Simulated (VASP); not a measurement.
A run of VASP 6.6.1 is set up as follows.

INCAR

```
SYSTEM = InAs
PREC = Accurate ; ENCUT = 500
EDIFF = 1E-6 ; ISMEAR = -1
SIGMA = 0.02 ; LREAL = .FALSE.
LASPH = .TRUE. ; NELM = 120
ALGO = Normal ; ISIF = 2
LWAVE = .FALSE. ; LCHARG = .FALSE.
GGA = PE ; IVDW = 12
NBANDS = 16 ; GGA_COMPAT = .FALSE.
```

File KPOINTS:

```
regular mesh
0
G
  6 6 6
  0 0 0
```

POSCAR

```
InAs
1.0
    0.0000000000      3.0180000000      3.0180000000
    3.0180000000      0.0000000000      3.0180000000
    3.0180000000      3.0180000000      0.0000000000
In As
1 1
Direct
    0.0000000000      0.0000000000      0.0000000000
    0.2500000000      0.2500000000      0.2500000000
```

Potentials or basis: VASP PAW PBE potentials, release 64 (In_d, As).

The run is started by

```console
$ cat potpaw_PBE.64/In_d/POTCAR potpaw_PBE.64/As/POTCAR > POTCAR
$ mpirun -np 1 vasp_std > vasp.out
```

Q: What does it give for the band gap on the k mesh?

A: Zero (filled and empty bands touch).

Q: Estimate the pressure.

A: 2.3 GPa.

Q: Estimate the dispersion energy per atom.

A: -0.325 eV.

Caveat: three body term missing; spin-orbit coupling is left out, which moves the levels of the heavy elements; pairwise dispersion overbinds metals, which lowers pressure and volume.

**What was measured.**

From a printed reference work, data compilation, for a bulk crystal of InAs at 4.2 K: band gap 0.418 eV (direct).

A measured gap of InAs is 0.418 eV (direct; 4.2 K; a printed reference work, data compilation); the calculated 0.00 eV misses it by -0.42 eV. Spin-orbit coupling on As, In is left out. The value is that of PBE+D3(BJ) on a finite k mesh, which can miss the band edges, without temperature or zero-point motion. Semilocal functionals fall short of measured gaps as a rule.
